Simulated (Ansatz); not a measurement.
**CoSi2: elastic constants from stress and strain**

```
CELL_PARAMETERS angstrom
0.00000 2.68250 2.68250
2.68250 0.00000 2.68250
2.68250 2.68250 0.00000
ATOMIC_POSITIONS crystal
Co 0.00000 0.00000 0.00000
Si 0.25000 0.25000 0.25000
Si 0.75000 0.75000 0.75000
```

Atom numbers follow the list: Co1, Si2, Si3.

The cell is COD entry 1008148, as deposited and not checked against the literature; nothing was relaxed.

Theory: DFT, PBE, all-electron LAPW, scalar-relativistic (Ansatz 0.2.0).

Numerical set-up: a Γ-centred 11×11×11 k mesh, Fermi–Dirac smearing of 0.05 eV, basis error target 1 meV/atom, spin-polarised from start moments Co1 2 μB (the moments died away, and the run ended non-magnetic).

The unstrained cell is at -0.49 GPa. Large strains and very small stresses are left out. Each strain is applied once, with fractional coordinates held (clamped ions), and σ below is the change of stress, positive in tension. One finite strain gives stress–strain coefficients at this pressure with an error of the order of the strain times third-order constants, a few per cent for each per cent of strain. In a metal the k mesh adds noise of tens of per cent to soft shears.

Problem. Estimate the stiffness probed by this change, and the stress that it gives: equal xy, yz and zx engineering shear strains of -1 %.

Solution. σxy = -1.54 GPa and γxy = 2εxy = -0.0100, so C44 (clamped ions) = σxy/γxy = 154 GPa.

Problem. Estimate the stiffness probed by this change, and the stress that it gives: equal xy, yz and zx engineering shear strains of +1 %.

Solution. σxy = 1.46 GPa and γxy = 2εxy = 0.0100, so C44 (clamped ions) = σxy/γxy = 146 GPa.

Problem. The two estimates of C44 (clamped ions) differ. Why, and which value is best?

Solution. Finite strains add third-order terms, and in a metal the k mesh adds noise; two strains on one mesh can't tell these apart, so neither value is shown to be the better.
